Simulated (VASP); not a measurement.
# Pd (Im-3m) in VASP: further runs, part 2 of 2

VASP 6.6.1. The steps go on from the part before.

## 4. Single point, PBE

Contents of INCAR:

```
SYSTEM = Pd
PREC = Accurate ; ENCUT = 520
EDIFF = 1E-6 ; ISMEAR = 0
SIGMA = 0.1 ; LREAL = .FALSE.
LASPH = .TRUE. ; NELM = 100
ALGO = Normal ; ISIF = 2
LWAVE = .FALSE. ; LCHARG = .FALSE.
GGA = PE ; ADDGRID = .FALSE.
```

Contents of KPOINTS:

```
Automatic mesh
0
G
  9 9 9
  0 0 0
```

Contents of POSCAR:

```
Pd
1.0
   -1.5345420000      1.5703810000      1.5719130000
    1.5565800000     -1.5514420000      1.5750130000
    1.5718420000      1.5887420000     -1.5529740000
Pd
1
Direct
    0.0275280000      0.0634310000      0.0341390000
```

Potentials or basis: VASP PAW PBE potentials, release 64 (Pd).

On the command line:

```
$ cat potpaw_PBE.64/Pd/POTCAR > POTCAR
$ mpirun -np 1 vasp_std > vasp.out
```

OUTCAR:

```text
SYSTEM = Pd
   PREC = Accurate
   ENCUT = 520
   EDIFF = 1E-6
   ISMEAR = 0
   LREAL = .FALSE.
   LASPH = .TRUE.
   NELM = 100
   ISIF = 2
   GGA = PE

 Found    365 irreducible k-points:

 Following reciprocal coordinates:
            Coordinates               Weight
  0.000000  0.000000  0.000000      1.000000
  0.111111  0.000000  0.000000      2.000000
  0.222222  0.000000  0.000000      2.000000
  0.333333  0.000000  0.000000      2.000000
  0.444444  0.000000  0.000000      2.000000
  0.000000  0.111111  0.000000      2.000000
   k-points           NKPTS =    365   k-points in BZ     NKDIM =    365   number of bands    NBANDS=      9
[... 139 lines left out ...]
      5       7.9286      2.00000
      6       8.0387      2.00000
      7      27.5767      0.00000
      8      28.1286      0.00000
      9      28.7545      0.00000

 [... further k-points ...]
[... 5 lines left out ...]
  --------------------------------------------------------------------------------------
  -------------------------------------------------------------------------------------
  Total       -0.1526439     -0.1493642     -0.1483524     -0.1810100     -0.0823333     -0.0983299
  in kB      -15.7303887    -15.3924055    -15.2881346    -18.6535912     -8.4846763    -10.1331803
  external PRESSURE =     -15.4703096 kB  Pullay stress =       0.0000000 kB

 VOLUME and BASIS-vectors are now :
 -----------------------------------------------------------------------------
  energy-cutoff  :      520.00
  volume of cell :       15.55
      direct lattice vectors                 reciprocal lattice vectors
    -1.534542000  1.570381000  1.571913000    -0.005977961  0.314720194  0.315918219
     1.556580000 -1.551442000  1.575013000     0.317494029 -0.005640589  0.315580949
     1.571842000  1.588742000 -1.552974000     0.315948875  0.312837667 -0.004095334

 POSITION                                       TOTAL-FORCE (eV/Angst)
 -----------------------------------------------------------------------------------
      0.11015     -0.00094      0.09016         0.000000      0.000000     -0.000000
 -----------------------------------------------------------------------------------
    total drift:                                0.000001      0.000007      0.000004

  FREE ENERGIE OF THE ION-ELECTRON SYSTEM (eV)
  ---------------------------------------------------
  free  energy   TOTEN  =        -5.1827799784 eV

  energy  without entropy=       -5.1788081032  energy(sigma->0) =       -5.18079404
```

OSZICAR:

```text
N       E                     dE             d eps       ncg     rms          rms(c)
DAV:   1     0.385276634225E+02    0.38528E+02   -0.52950E+03  6602   0.104E+03
DAV:   2    -0.505942491582E+01   -0.43587E+02   -0.42468E+02  6959   0.192E+02
DAV:   3    -0.542636135001E+01   -0.36694E+00   -0.36597E+00  7391   0.209E+01
DAV:   4    -0.542828489170E+01   -0.19235E-02   -0.19235E-02  7174   0.143E+00
DAV:   5    -0.542831093993E+01   -0.26048E-04   -0.26048E-04  7285   0.154E-01    0.655E+00
DAV:   6    -0.519385771169E+01    0.23445E+00   -0.11216E+00  6728   0.982E+00    0.321E+00
DAV:   7    -0.518570706884E+01    0.81506E-02   -0.70035E-03  7190   0.776E-01    0.173E+00
DAV:   8    -0.518277963562E+01    0.29274E-02   -0.97185E-04  7060   0.263E-01    0.510E-02
DAV:   9    -0.518277997844E+01   -0.34282E-06   -0.84196E-06  7490   0.331E-02
   1 F= -.51827800E+01 E0= -.51807940E+01  d E =-.397188E-02
```

stdout:

```text
POSCAR found type information on POSCAR Pd
 POSCAR found :  1 types and       1 ions
 scaLAPACK will be used
 LDA part: xc-table for (Slater+PW92), standard interpolation
 POSCAR, INCAR and KPOINTS ok, starting setup
 FFT: planning ... GRIDC
 FFT: planning ... GRID_SOFT
 FFT: planning ... GRID
 WAVECAR not read
 entering main loop
```

Wall time 46 s (1 thread of Intel Xeon Platinum 8375C at 2.90GHz (Ice Lake), shared host); peak memory 0.17 GiB.

The run converged, but some of its settings lie outside the range that counts as converged, so its numbers aren't taken as properties of the crystal.

Results:

* Free energy: -5.1828 eV
* Pressure: -1.5 GPa
* Band gap on the k mesh: none (metal or under the smearing width)

## 5. Single point, PBE

INCAR, as its differences from that of step 4:

```diff
@@ -1,3 +1,3 @@
 SYSTEM = Pd
-PREC = Accurate ; ENCUT = 520
+PREC = Accurate ; ENCUT = 280
 EDIFF = 1E-6 ; ISMEAR = 0
```

Contents of KPOINTS:

```
Automatic mesh
0
G
  13 13 13
  0 0 0
```

Contents of POSCAR:

```
Pd
1.0
   -1.5722810000      1.5722810000      1.5722810000
    1.5722810000     -1.5722810000      1.5722810000
    1.5722810000      1.5722810000     -1.5722810000
Pd
1
Direct
    0.0000000000      0.0000000000      0.0000000000
```

Potentials or basis: VASP PAW PBE potentials, release 64 (Pd).

On the command line:

```
$ cat potpaw_PBE.64/Pd/POTCAR > POTCAR
$ mpirun -np 1 vasp_std > vasp.out
```

OUTCAR:

```text
SYSTEM = Pd
   PREC = Accurate
   ENCUT = 280
   EDIFF = 1E-6
   ISMEAR = 0
   LREAL = .FALSE.
   LASPH = .TRUE.
   NELM = 100
   ISIF = 2
   GGA = PE

 Found     84 irreducible k-points:

 Following reciprocal coordinates:
            Coordinates               Weight
  0.000000  0.000000  0.000000      1.000000
  0.076923  0.000000  0.000000     12.000000
  0.153846  0.000000  0.000000     12.000000
  0.230769  0.000000  0.000000     12.000000
  0.307692  0.000000  0.000000     12.000000
  0.384615  0.000000  0.000000     12.000000
   k-points           NKPTS =     84   k-points in BZ     NKDIM =     84   number of bands    NBANDS=      9
   number of dos      NEDOS =    301   number of ions     NIONS =      1
   total plane-waves  NPLWV =   4096
   dimension x,y,z NGX =    16 NGY =   16 NGZ =   16
   dimension x,y,z NGXF=    32 NGYF=   32 NGZF=   32
   ions per type =               1
   NGX,Y,Z   is equivalent  to a cutoff of   9.77,  9.77,  9.77 a.u.
   NGXF,Y,Z  is equivalent  to a cutoff of  19.53, 19.53, 19.53 a.u.
 SYSTEM =  Pd
   PREC   = accura    normal or accurate (medium, high low for compatibility)
   ISTART =      0    job   : 0-new  1-cont  2-samecut
   ICHARG =      2    charge: 1-file 2-atom 10-const
   ISPIN  =      1    spin polarized calculation?
   LNONCOLLINEAR =      F non collinear calculations
   LSORBIT =      F    spin-orbit coupling
   LASPH  =      T    aspherical Exc in radial PAW
   ENCUT  =  280.0 eV  20.58 Ry    4.54 a.u.   3.72  3.72  3.72*2*pi/ulx,y,z
[... 54 lines left out ...]
 fundamental gap:      0.0127686431
 Fermi energy:         8.9360873851

 k-point     1 :       0.0000    0.0000    0.0000
  band No.  band energies     occupation
      1       2.1861      2.00000
      2       6.2040      2.00000
      3       6.2040      2.00000
      4       6.2040      2.00000
      5       8.0474      2.00000
      6       8.0474      2.00000
      7      28.1979      0.00000
      8      28.1979      0.00000
      9      28.1979      0.00000
[... 49 lines left out ...]
 k-point     6 :       0.3846    0.0000    0.0000
  band No.  band energies     occupation
      1       4.1380      2.00000
      2       5.2227      2.00000
      3       7.8698      2.00000
      4       8.2205      2.00000
      5       8.7026      1.99904
      6       8.9594      0.74120
      7      18.9112      0.00000
      8      24.5659      0.00000
      9      27.4223      0.00000

 [... further k-points ...]
[... 5 lines left out ...]
  --------------------------------------------------------------------------------------
  -------------------------------------------------------------------------------------
  Total       -0.1320292     -0.1320292     -0.1320292      0.0000000      0.0000000     -0.0000000
  in kB      -13.6059863    -13.6059863    -13.6059863      0.0000000      0.0000000     -0.0000000
  external PRESSURE =     -13.6059863 kB  Pullay stress =       0.0000000 kB

 VOLUME and BASIS-vectors are now :
 -----------------------------------------------------------------------------
  energy-cutoff  :      280.00
  volume of cell :       15.55
      direct lattice vectors                 reciprocal lattice vectors
    -1.572281000  1.572281000  1.572281000     0.000000000  0.318009313  0.318009313
     1.572281000 -1.572281000  1.572281000     0.318009313  0.000000000  0.318009313
     1.572281000  1.572281000 -1.572281000     0.318009313  0.318009313  0.000000000

 POSITION                                       TOTAL-FORCE (eV/Angst)
 -----------------------------------------------------------------------------------
      0.00000      0.00000      0.00000        -0.000000     -0.000000      0.000000
 -----------------------------------------------------------------------------------
    total drift:                                0.000000      0.000000     -0.000000

  FREE ENERGIE OF THE ION-ELECTRON SYSTEM (eV)
  ---------------------------------------------------
  free  energy   TOTEN  =        -5.1839362291 eV

  energy  without entropy=       -5.1766553358  energy(sigma->0) =       -5.18029578
```

It took 7 s on 1 thread of Intel Xeon Platinum 8375C at 2.90GHz (Ice Lake), shared host; peak memory 0.11 GiB.

These settings aren't checked as converged: the numbers below hold their error.

Results:

```
Free energy            : -5.1839 eV
Band gap on the k mesh : none (metal or under the smearing width)
```

Caveat: the cutoff is under 1.25 times the usual one of these potentials, so pressure, stress and relaxed cells hold a basis-set (Pulay) error.

## 6. Single point, PBE

INCAR is that of step 5.

KPOINTS is that of step 5.

Contents of POSCAR:

```
Pd
1.0
   -1.5345420000      1.5703810000      1.5719130000
    1.5565800000     -1.5514420000      1.5750130000
    1.5718420000      1.5887420000     -1.5529740000
Pd
1
Direct
    0.0275280000      0.0634310000      0.0341390000
```

Potentials or basis: VASP PAW PBE potentials, release 64 (Pd).

On the command line:

```
$ cat potpaw_PBE.64/Pd/POTCAR > POTCAR
$ mpirun -np 1 vasp_std > vasp.out
```

Run time: 43 s. Hardware: 1 thread of Intel Xeon Platinum 8375C at 2.90GHz (Ice Lake), shared host; peak memory 0.17 GiB.

These settings aren't checked as converged: the numbers below hold their error.

Results:

```yaml
Free_energy: -5.1803 eV
Band_gap_on_the_k_mesh: none (metal or under the smearing width)
```

Caveat: the cutoff is under 1.25 times the usual one of these potentials, so pressure, stress and relaxed cells hold a basis-set (Pulay) error.
